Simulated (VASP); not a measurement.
# HfB (Fm-3m) in VASP: further runs

The runs below take HfB through single point, with PBE.

Program: VASP 6.6.1. These are calculated values, not measurements. Logs are shortened: lines on timing, memory, paths and dates and some standing lists are left out, and cuts for length are marked.

## 1. Starting point

Symmetry: Fm-3m, No. 225, cubic system. The conventional cell has a = 4.620 Å, b = 4.620 Å, c = 4.620 Å, α = 90.00°, β = 90.00°, γ = 90.00°. Hf (site symmetry m-3m) has 6 B at 2.31 Å as nearest neighbours. B (site symmetry m-3m) is surrounded by 6 Hf at 2.31 Å.

The cell comes from a database or a generator and needn't be the stable form of this composition.

## 2. Single point, PBE

The input, INCAR:

```
SYSTEM = HfB
PREC = Accurate ; ENCUT = 520
EDIFF = 1E-6 ; ISMEAR = 0
SIGMA = 0.05 ; LREAL = .False.
LASPH = .True. ; NELM = 100
ALGO = Normal ; ISIF = 2
LWAVE = .False. ; LCHARG = .False.
GGA = PE ; NBANDS = 14
```

The input, KPOINTS:

```
regular mesh
0
Gamma
  12 12 12
  0 0 0
```

The input, POSCAR:

```
HfB
1.0
    0.0000000000      2.3100005622      2.3100005622
    2.3100005622      0.0000000000      2.3100005622
    2.3100005622      2.3100005622      0.0000000000
Hf B
1 1
Direct
    0.5000000000      0.5000000000      0.5000000000
    0.0000000000      0.0000000000      0.0000000000
```

Potentials or basis: VASP PAW PBE potentials, release 64 (Hf_pv, B).

Command:

```
$ cat potpaw_PBE.64/Hf_pv/POTCAR potpaw_PBE.64/B/POTCAR > POTCAR
$ mpirun -np 1 vasp_std > vasp.out
```

OUTCAR:

```text
SYSTEM = HfB
   PREC = Accurate
   ENCUT = 520
   EDIFF = 1E-6
   ISMEAR = 0
   LREAL = .False.
   LASPH = .True.
   NELM = 100
   ISIF = 2
   GGA = PE

 ion  position               nearest neighbor table
   1  0.500  0.500  0.500-   2 2.31   2 2.31   2 2.31   2 2.31   2 2.31   2 2.31
   2  0.000  0.000  0.000-   1 2.31   1 2.31   1 2.31   1 2.31   1 2.31   1 2.31

  LATTYP: Found a face centered cubic cell.
 ALAT       =     4.6200011244

  Lattice vectors:

 A1 = (   0.0000000000,   2.3100005622,   2.3100005622)
 A2 = (   2.3100005622,   0.0000000000,   2.3100005622)
 A3 = (   2.3100005622,   2.3100005622,   0.0000000000)

Analysis of symmetry for initial positions (statically):
=====================================================================
 Subroutine PRICEL returns:
 Original cell was already a primitive cell.

 Routine SETGRP: Setting up the symmetry group for a
 face centered cubic supercell.

 Subroutine GETGRP returns: Found 48 space group operations
 (whereof 48 operations were pure point group operations)
 out of a pool of 48 trial point group operations.

The static configuration has the point symmetry O_h .

Analysis of symmetry for dynamics (positions and initial velocities):
=====================================================================
 Subroutine PRICEL returns:
 Original cell was already a primitive cell.

 Routine SETGRP: Setting up the symmetry group for a
 face centered cubic supercell.

 Subroutine GETGRP returns: Found 48 space group operations
 (whereof 48 operations were pure point group operations)
 out of a pool of 48 trial point group operations.

The dynamic configuration has the point symmetry O_h .

 Subroutine INISYM returns: Found 48 space group operations
 (whereof 48 operations are pure point group operations),
 and found     1 'primitive' translations

----------------------------------------------------------------------------------------

                                     Primitive cell

  volume of cell :      24.6528

  direct lattice vectors                    reciprocal lattice vectors
     0.000000000  2.310000562  2.310000562    -0.216450164  0.216450164  0.216450164
     2.310000562  0.000000000  2.310000562     0.216450164 -0.216450164  0.216450164
     2.310000562  2.310000562  0.000000000     0.216450164  0.216450164 -0.216450164

  length of vectors
     3.266834124  3.266834124  3.266834124     0.374902681  0.374902681  0.374902681

  position of ions in fractional coordinates (direct lattice)
     0.500000000  0.500000000  0.500000000
     0.000000000  0.000000000  0.000000000

  ion indices of the primitive-cell ions
   primitive index   ion index
                 1           1
                 2           2

----------------------------------------------------------------------------------------

 KPOINTS: regular mesh

Automatic generation of k-mesh.
 Grid dimensions read from file:
 generate k-points for:   12   12   12

 Generating k-lattice:

  Cartesian coordinates                     Fractional coordinates (reciprocal lattice)
    -0.018037514  0.018037514  0.018037514     0.083333333  0.000000000  0.000000000
     0.018037514 -0.018037514  0.018037514     0.000000000  0.083333333  0.000000000
     0.018037514  0.018037514 -0.018037514     0.000000000  0.000000000  0.083333333

  Length of vectors
     0.031241890  0.031241890  0.031241890

  Shift w.r.t. Gamma in fractional coordinates (k-lattice)
     0.000000000  0.000000000  0.000000000

 Subroutine IBZKPT returns following result:
 ===========================================

 Found     72 irreducible k-points:

 Following reciprocal coordinates:
            Coordinates               Weight
  0.000000  0.000000  0.000000      1.000000
  0.083333  0.000000  0.000000      8.000000
  0.166667  0.000000  0.000000      8.000000
  0.250000  0.000000  0.000000      8.000000
  0.333333  0.000000  0.000000      8.000000
  0.416667  0.000000  0.000000      8.000000
[... 16 lines left out ...]
  0.500000  0.166667  0.000000     24.000000
 -0.416667  0.166667  0.000000     24.000000
 [... further k-points ...]
   k-points           NKPTS =     72   k-points in BZ     NKDIM =     72   number of bands    NBANDS=     14
   number of dos      NEDOS =    301   number of ions     NIONS =      2
   total plane-waves  NPLWV =  13824
   dimension x,y,z NGX =    24 NGY =   24 NGZ =   24
   dimension x,y,z NGXF=    48 NGYF=   48 NGZF=   48
   ions per type =               1   1
   NGX,Y,Z   is equivalent  to a cutoff of  12.21, 12.21, 12.21 a.u.
   NGXF,Y,Z  is equivalent  to a cutoff of  24.43, 24.43, 24.43 a.u.
 SYSTEM =  HfB
   PREC   = accura    normal or accurate (medium, high low for compatibility)
   ISTART =      0    job   : 0-new  1-cont  2-samecut
   ICHARG =      2    charge: 1-file 2-atom 10-const
   ISPIN  =      1    spin polarized calculation?
   LNONCOLLINEAR =      F non collinear calculations
   LSORBIT =      F    spin-orbit coupling
   LASPH  =      T    aspherical Exc in radial PAW
   ENCUT  =  520.0 eV  38.22 Ry    6.18 a.u.   6.07  6.07  6.07*2*pi/ulx,y,z
   NELM   =    100;   NELMIN=  2; NELMDL= -5     # of ELM steps
   EDIFF  = 0.1E-05   stopping-criterion for ELM
   LREAL  =      F    real-space projection
   EDIFFG = 0.1E-04   stopping-criterion for IOM
   NSW    =      0    number of steps for IOM
   IBRION =     -1    ionic relax: 0-MD 1-quasi-New 2-CG
   NFREE  =      0    steps in history (QN), initial steepest desc. (CG)
   ISIF   =      2    stress and relaxation
   ISYM   =      2    0-nonsym 1-usesym 2-fastsym
   POTIM  = 0.5000    time-step for ionic-motion
   TEBEG  =    0.0;   TEEND  =   0.0 temperature during run
   PSTRESS=    0.0 pullay stress
   NELECT =      13.0000    total number of electrons
   NUPDOWN=      -1.0000    fix difference up-down
   EMIN   =  10.00;   EMAX   =-10.00  energy-range for DOS
   EFERMI =   0.00;   METHOD = LEGACY
   ISMEAR =     0;   SIGMA  =   0.05  broadening in eV -4-tet -1-fermi 0-gaus
   EFERMI_NEDOS =   21; number of points for ismear=-14 and -15
   IALGO  =     38    algorithm
   IMIX   =      4    mixing-type and parameters
     AMIX     =   0.40;   BMIX     =  1.00
     AMIX_MAG =   1.60;   BMIX_MAG =  1.00
  volume/ion in A,a.u.               =      12.33        83.18
  Fermi-wavevector in a.u.,A,eV,Ry     =   1.322616  2.499382 23.800860  1.749314
  Thomas-Fermi vector in A             =   2.452284
   LORBIT       =      0    0 simple, 1 ext, 2 COOP (PROOUT), +10 PAW based schemes
   GGA     = PE    functional components
   LHFCALC =     F    Hartree Fock is set to
   AEXX    =    0.0000 exact exchange contribution
   IVDW    =     0    specifies the selected vdW correction
   LEPSILON=     F    determine dielectric tensor
   LRPA    =     F    only Hartree local field effects (RPA)
 non-spin polarized calculation
 Gauss-broadening in eV      SIGMA  =   0.05
  energy-cutoff  :      520.00
  volume of cell :       24.65
 maximum number of plane-waves:       684
   NGX = 13   NGY = 13   NGZ = 13

 number of electron      13.0000002 magnetization

 Free energy of the ion-electron system (eV)
  ---------------------------------------------------
  ext. energy  EPLUGINS =         0.00000000
  ---------------------------------------------------
  free energy    TOTEN  =       -17.15743472 eV

  energy without entropy =      -17.15652644  energy(sigma->0) =      -17.15698058

 E-fermi :   5.1278     XC(G=0): -12.3029

 val. band max:        5.1064323153   @ k =   0.2500   0.0833   0.0000
 cond. band min:       5.1367759707   @ k =   0.5000   0.2500   0.0000
 fundamental gap:      0.0303436554
 Fermi energy:         5.1278099792

 k-point     1 :       0.0000    0.0000    0.0000
  band No.  band energies     occupation
      1     -23.1734      2.00000
      2     -23.1734      2.00000
      3     -23.1734      2.00000
      4      -4.4461      2.00000
      5       7.3266      0.00000
      6       7.3266      0.00000
      7       7.3266      0.00000
      8       9.0871      0.00000
      9       9.0871      0.00000
     10       9.0871      0.00000
     11       9.3528      0.00000
     12       9.3528      0.00000
     13      16.8018      0.00000
     14      18.1406      0.00000

 k-point     2 :       0.0833    0.0000    0.0000
  band No.  band energies     occupation
      1     -23.2258      2.00000
      2     -23.1786      2.00000
      3     -23.1786      2.00000
      4      -4.2447      2.00000
      5       6.6464      0.00000
      6       7.1229      0.00000
      7       7.1229      0.00000
      8       8.0891      0.00000
      9       8.0891      0.00000
     10       9.4455      0.00000
     11      10.9590      0.00000
     12      10.9590      0.00000
     13      17.3182      0.00000
     14      18.3665      0.00000

 k-point     3 :       0.1667    0.0000    0.0000
  band No.  band energies     occupation
      1     -23.3662      2.00000
      2     -23.1930      2.00000
      3     -23.1930      2.00000
      4      -3.6695      2.00000
      5       5.4092      0.00000
      6       6.0914      0.00000
      7       6.0914      0.00000
      8       8.3574      0.00000
      9       8.3574      0.00000
     10       9.8902      0.00000
     11      12.9071      0.00000
     12      12.9071      0.00000
     13      18.6273      0.00000
     14      18.8959      0.00000

 k-point     4 :       0.2500    0.0000    0.0000
  band No.  band energies     occupation
      1     -23.5518      2.00000
      2     -23.2125      2.00000
      3     -23.2125      2.00000
      4      -2.8004      2.00000
      5       4.1286      2.00000
      6       5.0951      1.64520
      7       5.0951      1.64520
      8       9.1599      0.00000
      9       9.1599      0.00000
     10      10.2859      0.00000
     11      14.9642      0.00000
     12      14.9642      0.00000
     13      18.5885      0.00000
     14      20.2799      0.00000

 k-point     5 :       0.3333    0.0000    0.0000
  band No.  band energies     occupation
      1     -23.7310      2.00000
      2     -23.2319      2.00000
      3     -23.2319      2.00000
      4      -1.7513      2.00000
      5       2.9234      2.00000
      6       4.3566      2.00000
      7       4.3566      2.00000
      8      10.1950      0.00000
      9      10.1950      0.00000
     10      10.8428      0.00000
     11      16.9699      0.00000
[... 276 lines left out ...]
 k-point    22 :       0.4167    0.1667    0.0000
  band No.  band energies     occupation
      1     -23.7515      2.00000
      2     -23.3264      2.00000
      3     -23.3015      2.00000
      4      -1.0846      2.00000
      5       2.2653      2.00000
      6       4.0966      2.00000
      7       4.8999      2.00000
      8       8.6900      0.00000
      9      11.6973      0.00000
     10      12.4851      0.00000
     11      15.2531      0.00000
     12      16.5385      0.00000
     13      19.2365      0.00000
     14      20.2799      0.00000

 k-point    23 :       0.5000    0.1667    0.0000
  band No.  band energies     occupation
      1     -23.8280      2.00000
      2     -23.3637      2.00000
      3     -23.2973      2.00000
      4      -0.1399      2.00000
      5       1.4334      2.00000
      6       3.9168      2.00000
      7       4.3920      2.00000
      8       9.7158      0.00000
      9      11.9179      0.00000
     10      12.5889      0.00000
     11      15.7194      0.00000
     12      16.6774      0.00000
     13      18.9025      0.00000
     14      20.2824      0.00000

 k-point    24 :      -0.4167    0.1667    0.0000
  band No.  band energies     occupation
      1     -23.8345      2.00000
      2     -23.3893      2.00000
      3     -23.2792      2.00000
      4       0.3733      2.00000
      5       0.9496      2.00000
      6       3.9261      2.00000
      7       4.1244      2.00000
      8      10.8926      0.00000
      9      11.2603      0.00000
     10      12.0987      0.00000
     11      15.9814      0.00000
     12      17.0279      0.00000
     13      18.3690      0.00000
     14      20.3037      0.00000

 [... further k-points ...]

------------------------ aborting loop because EDIFF is reached ----------------------------------------

  FORCE on cell =-STRESS in cart. coord.  units (eV):
  Direction    XX          YY          ZZ          XY          YZ          ZX
  --------------------------------------------------------------------------------------
  -------------------------------------------------------------------------------------
  Total        4.7299888      4.7299888      4.7299888      0.0000000      0.0000000      0.0000000
  in kB      307.4004067    307.4004067    307.4004067      0.0000000      0.0000000      0.0000000
  external PRESSURE =     307.4004067 kB  Pullay stress =       0.0000000 kB

 VOLUME and BASIS-vectors are now :
 -----------------------------------------------------------------------------
  energy-cutoff  :      520.00
  volume of cell :       24.65
      direct lattice vectors                 reciprocal lattice vectors
     0.000000000  2.310000562  2.310000562    -0.216450164  0.216450164  0.216450164
     2.310000562  0.000000000  2.310000562     0.216450164 -0.216450164  0.216450164
     2.310000562  2.310000562  0.000000000     0.216450164  0.216450164 -0.216450164

 POSITION                                       TOTAL-FORCE (eV/Angst)
 -----------------------------------------------------------------------------------
      2.31000      2.31000      2.31000        -0.000000     -0.000000      0.000000
      0.00000      0.00000      0.00000         0.000000      0.000000     -0.000000
 -----------------------------------------------------------------------------------
    total drift:                                0.000000     -0.000000      0.000000

  FREE ENERGIE OF THE ION-ELECTRON SYSTEM (eV)
  ---------------------------------------------------
  free  energy   TOTEN  =       -17.1574347235 eV

  energy  without entropy=      -17.1565264441  energy(sigma->0) =      -17.15698058
```

Run time: 9.6 s. Hardware: 1 thread of Intel Xeon Platinum 8488C (Sapphire Rapids), shared host; peak memory 0.15 GiB.

Results:

| Item | Value |
| --- | --- |
| Free energy | -17.1574 eV |
| Pressure | 30.7 GPa |
| Band gap on the k mesh | none (metal or under the smearing width) |

Caveat: a pressure of tens of GPa on the cell as given is suspect, and the run, the potentials or the cell itself is likely at fault. Spin-orbit coupling is left out, which matters for the levels of Hf.

(Part 1 of 2 ends here.)
